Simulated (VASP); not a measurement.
Input of a VASP 6.6.1 run:

File INCAR:

```
SYSTEM = Ni
AGGAC    = 1.0          
AGGAX    = 1.0          
ALDAC    = 0.0          
ALDAX    = 1.0          
ALGO     = Fast           ! electronic algorithm
EDIFF    = 1E-6           ! SCF threshold, eV
ENCUT    = 520            ! plane-wave cutoff, eV
GGA      = B5             ! functional
ISIF     = 2              ! what is computed and relaxed
ISMEAR   = -1             ! smearing method
LASPH    = .True.         ! aspherical terms in the spheres
LCHARG   = .False.        ! write CHGCAR
LREAL    = .False.        ! projectors in reciprocal space
LWAVE    = .False.        ! write WAVECAR
NBANDS   = 28             ! bands
NELM     = 80             ! most SCF steps
PREC     = Accurate       ! precision mode
SIGMA    = 0.1            ! smearing width, eV
```

Contents of KPOINTS:

```
k-points
0
Gamma
  16 16 5
  0 0 0
```

File POSCAR:

```
Ni
1.0
    2.4197345285      0.0000000000      0.0000000000
   -1.2098672642      2.0955515721      0.0000000000
    0.0000000000      0.0000000000      7.9346490352
Ni
4
Direct
    0.0000000000      1.0000000000      0.0000000000
    0.0000000000      1.0000000000      0.5000000000
    0.3333333333      0.6666666667      0.2500000000
    0.6666666667      0.3333333333      0.7500000000
```

Potentials or basis: VASP PAW PBE potentials, release 64 (Ni).

Command:

```console
$ cat potpaw_PBE.64/Ni/POTCAR > POTCAR
$ mpirun -np 1 vasp_std > vasp.out
```

(1) Estimate the pressure.

(2) Estimate the band gap on the k mesh.

## Answers

(1) 29.7 GPa.

(2) none (metal or under the smearing width).

Caveat: a pressure of tens of GPa on the cell as given is suspect, and the run, the potentials or the cell itself is likely at fault; the PAW data sets were made with another functional, which shifts forces and pressure a little; the run has no spin polarisation, though such a crystal can be magnetic.
